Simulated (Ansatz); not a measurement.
All numbers below come from DFT PBE, scalar-relativistic, plane waves, PAW in Ansatz. Settings: cutoff 420 eV, Γ-centred meshes spaced at most about 0.3 Å⁻¹, and about 0.25 Å⁻¹ or finer for metals (2π included), Gaussian smearing. No spin polarisation.

Each guess is relaxed in cell and atoms at zero pressure, on a coarse mesh first where it starts far from rest and then on a converged one. The steps can't lower the symmetry of the start, but it can rise. Energies are static (0 K, no zero-point motion).

Two unrelaxed guesses for Be₂H₃:

Guess 1.

```
CELL_PARAMETERS angstrom
2.27965 1.31616 1.84090
-2.27965 1.31616 1.84090
0.00000 -2.63232 1.84090
ATOMIC_POSITIONS crystal
Be 0.26000 0.26000 0.26000
Be 0.74000 0.74000 0.74000
H 0.00000 0.25000 0.75000
H 0.75000 0.00000 0.25000
H 0.25000 0.75000 0.00000
```

Guess 2.

```
CELL_PARAMETERS angstrom
0.00000 2.70894 2.70894
2.70894 0.00000 2.70894
2.70894 2.70894 0.00000
ATOMIC_POSITIONS crystal
Be 0.12500 0.12500 0.12500
Be 0.12500 0.12500 0.62500
Be 0.12500 0.62500 0.12500
Be 0.62500 0.12500 0.12500
H 0.62500 0.62500 0.62500
H 0.62500 0.62500 0.12500
H 0.62500 0.12500 0.62500
H 0.12500 0.62500 0.62500
H 0.75000 0.75000 0.75000
H 0.50000 0.50000 0.50000
```

Question: Where do they end, and which end is lower?

Answer: Guess 1 ends lower, by 0.60 eV/atom. Guess 1: R32 at 6.6 Å³/atom → R32 at 8.5 Å³/atom; Guess 2: Fd-3m at 4.0 Å³/atom → Fd-3m at 5.6 Å³/atom. Counting H atoms around Be (those within 1.25 times the shortest such distance or 1.15 times the sum of covalent radii; a plus sign parts nearer from farther groups; the shortest distance is added where it is long for a bond), the end of guess 1 has Be 3 and the end of guess 2 has Be 6+6 from 2.2 Å. End of guess 1. Conventional cell: a = 4.023 Å, c = 9.141 Å. Around Be lie 3 H at 1.41 Å; around H lie 2 Be at 1.41 Å. End of guess 2. Conventional cell: a = 6.087 Å. Be is surrounded by 6 Be at 2.15 Å and 6 H at 2.15 Å; H on a site of symmetry -3m has 2 H at 1.32 Å, 6 H at 2.15 Å and 6 Be at 2.15 Å (long contacts); H on a site of symmetry -43m is surrounded by 4 H at 1.32 Å (long contacts).

Ends held by symmetry can be saddle points. Neither end is the lowest form computed: that has space group P1 (No. 1) and lies 161 meV/atom below the better end. Even the lowest of the cells shown lies +0.24 eV/atom against the elements. No dispersion correction is applied, so the spacing and binding between layers, chains or molecules are poorly described (R32), and this can change margins and order among such cells. With hydrogen, zero-point motion can shift such differences by 10 meV/atom or more. Some types were kept out of the candidates beforehand, so the set may lack a known form.
